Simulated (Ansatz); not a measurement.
# Frozen normal mode in Te$_{2}$Mo

Computed with Ansatz, DFT LDA, scalar-relativistic, plane waves, PAW. Settings: plane waves to 420 eV, k-mesh 12×12×2 (Γ-centred), Gaussian smearing 0.05 eV. No spin polarisation. Energies are free energies at this smearing, counted from the undisturbed cell; pressure is positive in compression.

Reference structure (relaxed at this level; this form isn't the usual structure):

```
CELL_PARAMETERS angstrom
3.46993 0.00000 0.00000
-1.73496 3.00505 0.00000
0.00000 0.00000 25.12851
ATOMIC_POSITIONS crystal
Te 0.33333 0.66667 0.06521
Te 0.66667 0.33333 0.79189
Te 0.66667 0.33333 0.93479
Te 0.33333 0.66667 0.20811
Mo 0.33333 0.66667 0.86323
Mo 0.66667 0.33333 0.13677
```

The cell holds layers and no dispersion correction was added, so their binding is poorly described.

A zone-centre mode of this cell is frozen in: each atom moves by x times its row below, so x is the largest displacement.
```
atom ux uy uz
 Te1  -0.667  -0.667  0.000
 Te2   0.707   0.707  0.000
 Te3   0.667   0.667  0.000
 Te4  -0.707  -0.707  0.000
 Mo5   0.684   0.684  0.000
 Mo6  -0.684  -0.684  0.000
```

```csv
x (Å),ΔE (meV/cell)
-0.4000,56.8
-0.2000,17.5
0.0000,0.0
0.1000,5.3
0.3000,49.2
```

**Question.** Predict the force along the mode (eV/Å) at each point.

**Answer.**
| x (Å) | force along the mode (eV/Å) |
| --- | --- |
| -0.4000 | 0.21 |
| -0.2000 | 0.16 |
| 0.0000 | 0.00 |
| 0.1000 | -0.11 |
| 0.3000 | -0.33 |

Cost: 5 runs of about 9.3 core-minutes in all, on AMD EPYC 7R43 (Zen 3) (shared hosts).